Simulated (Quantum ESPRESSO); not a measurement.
# stanene, 1 layer: a series in biaxial strain, part 2 of 6

Wanted: a table for stanene, 1 layer against biaxial strain, and what can be fitted to it.

Quantum ESPRESSO 7.5; plane-wave DFT, PBE, GBRV ultrasoft pseudopotentials.

So far. Step 2 (Variable-cell relaxation of the reference):  The last row is no step: it is a fresh SCF in the final cell with a new plane-wave basis, +24 meV from the row before, a sign that the cell is biased by the basis (Pulay stress).

### Step 3. Relaxing the ions, -4 %

Input file m0.relax.in:

```
&control
  prefix = 'm0.relax'
  outdir = './out'
  pseudo_dir = './pseudo'
  nstep = 40
  forc_conv_thr = 0.0003
  calculation = 'relax'
  tstress = .true.
/
&system
  ibrav = 0
  nat = 2
  ntyp = 1
  ecutwfc = 50
  ecutrho = 250
  occupations = 'smearing'
  smearing = 'fd'
  degauss = 0.002
/
&electrons
  conv_thr = 1e-09
  mixing_beta = 0.4
  electron_maxstep = 120
  mixing_mode = 'plain'
/
&ions
/
ATOMIC_SPECIES
  Sn  118.7100  sn_pbe_v1.4.uspp.F.UPF
CELL_PARAMETERS angstrom
  4.41297068832000 0.00000000000000 0.00000000000000
  -2.20648534368000 3.82174472160000 0.00000000000000
  0.00000000000000 0.00000000000000 15.85000000000000
ATOMIC_POSITIONS crystal
  Sn  0.666666666700 0.333333333300 0.471503813600
  Sn  0.333333333300 0.666666666700 0.528496186400
K_POINTS automatic
  6 6 1 0 0 0
```

Command:

```bash
$ OMP_NUM_THREADS=1 mpirun -n 4 pw.x -nk 2 -in m0.relax.in > m0.relax.out
```

The program printed:

```text
[banner, memory and clock lines left out]
Program PWSCF v.7.5 starts
[citation notice left out]

[...]
Message from routine setup:
[...]
bravais-lattice index     =            0
     lattice parameter (alat)  =       8.3393  a.u.
     unit-cell volume          =    1803.9254 (a.u.)^3
     number of atoms/cell      =            2
     number of atomic types    =            1
     number of electrons       =        28.00
     number of Kohn-Sham states=           18
     kinetic-energy cutoff     =      50.0000  Ry
     charge density cutoff     =     250.0000  Ry
     scf convergence threshold =      1.0E-09
     mixing beta               =       0.4000
     number of iterations used =            8  plain     mixing
     energy convergence thresh.=      1.0E-04
     force convergence thresh. =      3.0E-04
     Exchange-correlation=  SLA  PW   PBX  PBC
                           (   1   4   3   4   0   0   0)
     nstep                     =           40

[...]
PseudoPot. # 1 for Sn read from file:
     ./pseudo/sn_pbe_v1.4.uspp.F.UPF
     Pseudo is Ultrasoft + core correction, Zval = 14.0
     Generated by new atomic code, or converted to UPF format
     Using radial grid of  891 points,  6 beta functions with:
                l(1) =   0
                l(2) =   0
                l(3) =   1
                l(4) =   1
                l(5) =   2
                l(6) =   2
     Q(r) pseudized with  8 coefficients,  rinner =    1.350   1.350   1.350
                                                       1.350   1.350

     atomic species   valence    mass     pseudopotential
     Sn               14.00   118.71000     Sn( 1.00)

     12 Sym. Ops., with inversion, found

[...]
number of k points=     7  Fermi-Dirac smearing, width (Ry)=  0.0020
[...]
Dense  grid:   120331 G-vectors     FFT dimensions: (  45,  45, 160)

     Smooth grid:    86169 G-vectors     FFT dimensions: (  40,  40, 135)

     Check: negative core charge=   -0.000002

     Initial potential from superposition of free atoms

     starting charge      25.9999, renormalised to      28.0000

     negative rho (up, down):  3.181E-04 0.000E+00
     Starting wfcs are   18 randomized atomic wfcs

     per-process dynamical memory:    46.1 Mb

     Self-consistent Calculation

     iteration #  1     ecut=    50.00 Ry     beta= 0.40
     Davidson diagonalization with overlap
     ethr =  1.00E-02,  avg # of iterations =  7.7

     negative rho (up, down):  3.084E-05 0.000E+00

     total energy              =    -318.15744468 Ry
     estimated scf accuracy    <       2.28381723 Ry

     iteration #  2     ecut=    50.00 Ry     beta= 0.40
[...]
negative rho (up, down):  1.094E-04 0.000E+00

[...]
total energy              =    -318.33252877 Ry
     estimated scf accuracy    <       0.16768166 Ry

     iteration #  3     ecut=    50.00 Ry     beta= 0.40
[...]
negative rho (up, down):  2.550E-04 0.000E+00

[...]
total energy              =    -318.40302034 Ry
     estimated scf accuracy    <       0.01666836 Ry

     iteration #  4     ecut=    50.00 Ry     beta= 0.40
[...]
negative rho (up, down):  2.917E-04 0.000E+00

[...]
total energy              =    -318.40972850 Ry
     estimated scf accuracy    <       0.00569390 Ry

     iteration #  5     ecut=    50.00 Ry     beta= 0.40
[...]
negative rho (up, down):  3.638E-04 0.000E+00

[...]
total energy              =    -318.41031202 Ry
     estimated scf accuracy    <       0.00039779 Ry

     iteration #  6     ecut=    50.00 Ry     beta= 0.40
[...]
negative rho (up, down):  3.797E-04 0.000E+00

[...]
total energy              =    -318.41048360 Ry
     estimated scf accuracy    <       0.00038076 Ry

[...]
iteration # 10     ecut=    50.00 Ry     beta= 0.40
[...]
negative rho (up, down):  4.013E-04 0.000E+00

[...]
total energy              =    -318.41059893 Ry
     estimated scf accuracy    <       0.00000006 Ry

     iteration # 11     ecut=    50.00 Ry     beta= 0.40
[...]
negative rho (up, down):  4.017E-04 0.000E+00

[...]
total energy              =    -318.41059894 Ry
     estimated scf accuracy    <       0.00000002 Ry

     iteration # 12     ecut=    50.00 Ry     beta= 0.40
[...]
negative rho (up, down):  4.020E-04 0.000E+00

[...]
total energy              =    -318.41059894 Ry
     estimated scf accuracy    <          3.9E-09 Ry

     iteration # 13     ecut=    50.00 Ry     beta= 0.40
[...]
negative rho (up, down):  4.025E-04 0.000E+00

[...]
End of self-consistent calculation

          k = 0.0000 0.0000 0.0000 ( 10783 PWs)   bands (ev):

   -22.7473 -22.7473 -22.6031 -22.6031 -22.5082 -22.4718 -22.2584 -22.2584
   -22.1905 -22.1905 -11.1100  -4.4705  -1.2118  -1.2118  -0.0974   0.6274
     2.3951   2.3951

          k = 0.0000 0.1925 0.0000 ( 10812 PWs)   bands (ev):

   -22.7577 -22.7506 -22.5991 -22.5761 -22.5134 -22.4496 -22.2963 -22.2896
   -22.1791 -22.1638 -10.8339  -4.7010  -2.8479  -1.7364   0.6605   1.0017
     2.6205   3.0881

[...]
the Fermi energy is    -1.2563 ev

!    total energy              =    -318.41059894 Ry
     estimated scf accuracy    <          3.7E-11 Ry
     smearing contrib. (-TS)   =      -0.00022482 Ry
     internal energy E=F+TS    =    -318.41037412 Ry

     The total energy is F=E-TS. E is the sum of the following terms:
     one-electron contribution =    -722.17017943 Ry
     hartree contribution      =     369.40858244 Ry
     xc contribution           =     -85.96797679 Ry
     ewald contribution        =     120.31919966 Ry

     convergence has been achieved in  13 iterations

     negative rho (up, down):  4.025E-04 0.000E+00

     Forces acting on atoms (cartesian axes, Ry/au):

     atom    1 type  1   force =     0.00000000    0.00000000   -0.02232264
     atom    2 type  1   force =     0.00000000    0.00000000    0.02232264

     Total force =     0.031569     Total SCF correction =     0.000041

     Computing stress (Cartesian axis) and pressure

     negative rho (up, down):  4.025E-04 0.000E+00
          total   stress  (Ry/bohr**3)                   (kbar)     P=        9.02
   0.00009733  -0.00000000   0.00000000           14.32       -0.00        0.00
  -0.00000000   0.00009733   0.00000000           -0.00       14.32        0.00
   0.00000000  -0.00000000  -0.00001061            0.00       -0.00       -1.56

     BFGS Geometry Optimization
     Energy error            =      1.0E-03 Ry
     Gradient error          =      2.2E-02 Ry/Bohr

     number of scf cycles    =   1
     number of bfgs steps    =   0

     energy             new  =    -318.4105989446 Ry

     new trust radius        =       0.0223226389 bohr
     new conv_thr            =       0.0000000010 Ry

ATOMIC_POSITIONS (crystal)
Sn               0.6666666667        0.3333333333        0.4707585371
Sn               0.3333333333        0.6666666667        0.5292414629

[...]
NEW-OLD atomic charge density approx. for the potential

     Check: negative core charge=   -0.000002

     negative rho (up, down):  3.968E-04 0.000E+00

     per-process dynamical memory:    41.1 Mb

[...]
!    total energy              =    -318.41155299 Ry
[...]
Total force =     0.028746     Total SCF correction =     0.000049
[...]
number of bfgs steps    =   1
[...]
energy             new  =    -318.4115529858 Ry
[...]
WARNING: bfgs curvature condition failed, Theta= 0.879
     new trust radius        =       0.0245549028 bohr
[...]
!    total energy              =    -318.41247813 Ry
[...]
Total force =     0.024460     Total SCF correction =     0.000030
[...]
number of bfgs steps    =   2
[...]
energy             new  =    -318.4124781309 Ry
[...]
new trust radius        =       0.0368323542 bohr
[...]
!    total energy              =    -318.41355856 Ry
[...]
Total force =     0.016945     Total SCF correction =     0.000037
[...]
number of bfgs steps    =   3
[...]
energy             new  =    -318.4135585641 Ry
[...]
new trust radius        =       0.0552485314 bohr
[...]
!    total energy              =    -318.41440350 Ry
[...]
Total force =     0.004568     Total SCF correction =     0.000008
[...]
number of bfgs steps    =   4
[...]
energy             new  =    -318.4144034951 Ry
[...]
new trust radius        =       0.0203902657 bohr
[...]
Self-consistent Calculation

     iteration #  1     ecut=    50.00 Ry     beta= 0.40
     Davidson diagonalization with overlap
     ethr =  1.00E-06,  avg # of iterations =  8.0

     Threshold (ethr) on eigenvalues was too large:
     Diagonalizing with lowered threshold

     Davidson diagonalization with overlap
     ethr =  2.61E-08,  avg # of iterations =  4.7

     negative rho (up, down):  3.930E-04 0.000E+00

     total energy              =    -318.41446663 Ry
     estimated scf accuracy    <       0.00000707 Ry

[...]
iteration #  7     ecut=    50.00 Ry     beta= 0.40
[...]
negative rho (up, down):  3.959E-04 0.000E+00

[...]
End of self-consistent calculation

          k = 0.0000 0.0000 0.0000 ( 10783 PWs)   bands (ev):

   -22.5566 -22.5566 -22.4097 -22.4097 -22.3596 -22.3078 -22.1138 -22.1138
   -22.0378 -22.0378 -10.7683  -4.6739  -0.8533  -0.8533   0.3083   0.3095
     2.5230   2.5230

          k = 0.0000 0.1925 0.0000 ( 10812 PWs)   bands (ev):

   -22.5581 -22.5503 -22.4119 -22.3894 -22.3396 -22.3075 -22.1434 -22.1367
   -22.0421 -22.0224 -10.4943  -4.8229  -2.5188  -1.3700   0.3615   1.2413
     2.6826   3.0602

[...]
the Fermi energy is    -1.1092 ev

!    total energy              =    -318.41446738 Ry
     estimated scf accuracy    <          2.4E-11 Ry
     smearing contrib. (-TS)   =      -0.00000129 Ry
     internal energy E=F+TS    =    -318.41446609 Ry

     The total energy is F=E-TS. E is the sum of the following terms:
     one-electron contribution =    -709.75050174 Ry
     hartree contribution      =     363.35774401 Ry
     xc contribution           =     -85.92539642 Ry
     ewald contribution        =     113.90368806 Ry

     convergence has been achieved in   7 iterations

     negative rho (up, down):  3.959E-04 0.000E+00

     Forces acting on atoms (cartesian axes, Ry/au):

     atom    1 type  1   force =     0.00000000    0.00000000    0.00009805
     atom    2 type  1   force =     0.00000000    0.00000000   -0.00009805

     Total force =     0.000139     Total SCF correction =     0.000022
     SCF correction compared to forces is large: reduce conv_thr to get better values

     Computing stress (Cartesian axis) and pressure

     negative rho (up, down):  3.959E-04 0.000E+00
          total   stress  (Ry/bohr**3)                   (kbar)     P=        3.75
   0.00005425  -0.00000000   0.00000000            7.98       -0.00        0.00
  -0.00000000   0.00005425   0.00000000           -0.00        7.98        0.00
   0.00000000   0.00000000  -0.00003194            0.00        0.00       -4.70

     Energy error            =      6.4E-05 Ry
     Gradient error          =      9.8E-05 Ry/Bohr

     bfgs converged in   6 scf cycles and   5 bfgs steps
     (criteria: energy <  1.0E-04 Ry, force <  3.0E-04 Ry/Bohr)

     End of BFGS Geometry Optimization

     Final energy             =    -318.4144673808 Ry

     File ./out/m0.relax.bfgs deleted, as requested
Begin final coordinates

ATOMIC_POSITIONS (crystal)
Sn               0.6666666667        0.3333333333        0.4661837065
Sn               0.3333333333        0.6666666667        0.5338162935
End final coordinates

[...]
```

It took 53 s on 4 MPI ranks of Intel Xeon Platinum 8488C (Sapphire Rapids), shared host; peak memory 0.68 GiB.

Relaxation path:

```
step  energy less that of the first step (eV)  largest force (eV/Å)
   1                                   0.0000                0.5739
   2                                  -0.0130                0.5226
   3                                  -0.0256                0.4447
   4                                  -0.0403                0.3081
   5                                  -0.0518                0.0830
   6                                  -0.0526                0.0025
```

The atoms that moved most (Å):

```csv
atom,dx,dy,dz,length
Sn1,0.000,0.000,-0.084,0.084
Sn2,0.000,0.000,0.084,0.084
```

Final coordinates:

```
Sn
1.0
     4.41297    0.00000    0.00000
    -2.20649    3.82174    0.00000
     0.00000    0.00000   15.85000
Sn
2
Direct
  0.66667 0.33333 0.46618
  0.33333 0.66667 0.53382
```

The relaxation lowers the energy by 26 meV an atom.

This step gave:

| Quantity | Value |
| --- | --- |
| free energy | -4332.2495 eV |
| Fermi energy | -1.109 eV |

### Step 4. Self-consistent run, -4 %

The self-consistent run of this member.

Input file m0.scf.in:

```
&control
  prefix = 'm0.scf'
  outdir = './out'
  pseudo_dir = './pseudo'
  calculation = 'scf'
  tprnfor = .true.
/
&system
  ibrav = 0
  nat = 2
  ntyp = 1
  ecutwfc = 40
  ecutrho = 200
  occupations = 'smearing'
  smearing = 'fd'
  degauss = 0.002
  nbnd = 18
/
&electrons
  conv_thr = 1e-09
  mixing_beta = 0.4
  electron_maxstep = 120
  mixing_mode = 'plain'
/
ATOMIC_SPECIES
  Sn  118.7100  sn_pbe_v1.4.uspp.F.UPF
CELL_PARAMETERS angstrom
  4.41297068832000 0.00000000000000 0.00000000000000
  -2.20648534368000 3.82174472160000 0.00000000000000
  0.00000000000000 0.00000000000000 15.85000000000000
ATOMIC_POSITIONS crystal
  Sn  0.666666666700 0.333333333300 0.466183706500
  Sn  0.333333333300 0.666666666700 0.533816293500
K_POINTS automatic
  6 6 1 0 0 0
```

Command:

```bash
$ OMP_NUM_THREADS=1 mpirun -n 4 pw.x -nk 2 -in m0.scf.in > m0.scf.out
```

The program printed:

```text
[banner, memory and clock lines left out]
Program PWSCF v.7.5 starts
[citation notice left out]

[...]
Message from routine setup:
[...]
bravais-lattice index     =            0
     lattice parameter (alat)  =       8.3393  a.u.
     unit-cell volume          =    1803.9254 (a.u.)^3
     number of atoms/cell      =            2
     number of atomic types    =            1
     number of electrons       =        28.00
     number of Kohn-Sham states=           18
     kinetic-energy cutoff     =      40.0000  Ry
     charge density cutoff     =     200.0000  Ry
     scf convergence threshold =      1.0E-09
     mixing beta               =       0.4000
     number of iterations used =            8  plain     mixing
     Exchange-correlation=  SLA  PW   PBX  PBC
                           (   1   4   3   4   0   0   0)

[...]
PseudoPot. # 1 for Sn read from file:
     ./pseudo/sn_pbe_v1.4.uspp.F.UPF
     Pseudo is Ultrasoft + core correction, Zval = 14.0
     Generated by new atomic code, or converted to UPF format
     Using radial grid of  891 points,  6 beta functions with:
                l(1) =   0
                l(2) =   0
                l(3) =   1
                l(4) =   1
                l(5) =   2
                l(6) =   2
     Q(r) pseudized with  8 coefficients,  rinner =    1.350   1.350   1.350
                                                       1.350   1.350

     atomic species   valence    mass     pseudopotential
     Sn               14.00   118.71000     Sn( 1.00)

     12 Sym. Ops., with inversion, found

[...]
number of k points=     7  Fermi-Dirac smearing, width (Ry)=  0.0020
[...]
Dense  grid:    86169 G-vectors     FFT dimensions: (  40,  40, 135)

     Smooth grid:    61681 G-vectors     FFT dimensions: (  36,  36, 125)

     Initial potential from superposition of free atoms

     starting charge      25.9999, renormalised to      28.0000

     negative rho (up, down):  3.307E-04 0.000E+00
     Starting wfcs are   18 randomized atomic wfcs

     per-process dynamical memory:    34.7 Mb

     Self-consistent Calculation

     iteration #  1     ecut=    40.00 Ry     beta= 0.40
     Davidson diagonalization with overlap
     ethr =  1.00E-02,  avg # of iterations =  7.0

     total energy              =    -318.14180734 Ry
     estimated scf accuracy    <       2.29760415 Ry

     iteration #  2     ecut=    40.00 Ry     beta= 0.40
[...]
total energy              =    -318.32459213 Ry
     estimated scf accuracy    <       0.17428905 Ry

     iteration #  3     ecut=    40.00 Ry     beta= 0.40
[...]
total energy              =    -318.39645342 Ry
     estimated scf accuracy    <       0.01332061 Ry

     iteration #  4     ecut=    40.00 Ry     beta= 0.40
[...]
negative rho (up, down):  1.823E-06 0.000E+00

[...]
total energy              =    -318.40177061 Ry
     estimated scf accuracy    <       0.00110005 Ry

     iteration #  5     ecut=    40.00 Ry     beta= 0.40
[...]
negative rho (up, down):  3.787E-05 0.000E+00

[...]
total energy              =    -318.40195447 Ry
     estimated scf accuracy    <       0.00013902 Ry

     iteration #  6     ecut=    40.00 Ry     beta= 0.40
[...]
negative rho (up, down):  2.971E-05 0.000E+00

[...]
total energy              =    -318.40199338 Ry
     estimated scf accuracy    <       0.00009919 Ry

[...]
iteration #  9     ecut=    40.00 Ry     beta= 0.40
[...]
negative rho (up, down):  4.583E-05 0.000E+00

[...]
total energy              =    -318.40202271 Ry
     estimated scf accuracy    <       0.00000003 Ry

     iteration # 10     ecut=    40.00 Ry     beta= 0.40
[...]
negative rho (up, down):  4.691E-05 0.000E+00

[...]
total energy              =    -318.40202272 Ry
     estimated scf accuracy    <       0.00000008 Ry

     iteration # 11     ecut=    40.00 Ry     beta= 0.40
[...]
negative rho (up, down):  4.757E-05 0.000E+00

[...]
total energy              =    -318.40202274 Ry
     estimated scf accuracy    <       0.00000003 Ry

     iteration # 12     ecut=    40.00 Ry     beta= 0.40
[...]
negative rho (up, down):  4.850E-05 0.000E+00

[...]
End of self-consistent calculation

          k = 0.0000 0.0000 0.0000 (  7819 PWs)   bands (ev):

   -22.5452 -22.5452 -22.3973 -22.3973 -22.3470 -22.2954 -22.1011 -22.1011
   -22.0240 -22.0240 -10.7687  -4.6741  -0.8539  -0.8539   0.3098   0.3102
     2.5233   2.5233

          k = 0.0000 0.1925 0.0000 (  7743 PWs)   bands (ev):

   -22.5467 -22.5386 -22.3995 -22.3770 -22.3269 -22.2948 -22.1305 -22.1237
   -22.0286 -22.0085 -10.4947  -4.8231  -2.5190  -1.3706   0.3625   1.2421
     2.7080   3.1486

[...]
the Fermi energy is    -1.1096 ev

!    total energy              =    -318.40202277 Ry
     estimated scf accuracy    <          7.1E-10 Ry
     smearing contrib. (-TS)   =      -0.00000129 Ry
     internal energy E=F+TS    =    -318.40202148 Ry

     The total energy is F=E-TS. E is the sum of the following terms:
     one-electron contribution =    -709.74213616 Ry
     hartree contribution      =     363.36445852 Ry
     xc contribution           =     -85.92803185 Ry
     ewald contribution        =     113.90368801 Ry

     convergence has been achieved in  12 iterations

     negative rho (up, down):  4.850E-05 0.000E+00

     Forces acting on atoms (cartesian axes, Ry/au):

     atom    1 type  1   force =     0.00000000    0.00000000    0.00018686
     atom    2 type  1   force =     0.00000000    0.00000000   -0.00018686

     Total force =     0.000264     Total SCF correction =     0.000059
     SCF correction compared to forces is large: reduce conv_thr to get better values

[...]
```

It took 8.9 s on 4 MPI ranks; peak memory 0.54 GiB.

Read from the output:

- free energy: -4332.0802 eV
- Fermi energy: -1.110 eV
- valence top, on the run's zero: -0.8539 eV
- conduction bottom, on the run's zero: -1.388 eV

By band count these two levels touch or overlap: there is no gap, and they are no band edges.

(Part 2 of 6 ends here.)

[Logs are printed without paths, hosts, clocks, repeated set-up lines and the standing remarks that a program may print on its own settings, such as how far it seeks lower states.]

[Hosts, paths, dates, database ids (printed as entryN), source tags and the programs' standing remarks are cut or masked in the printed files.]

[Maps of the electrostatic potential energy from Ansatz leave out the sawtooth potential of an applied field or a dipole correction, so their vacuum need not be flat; planar profiles and work functions include it.]
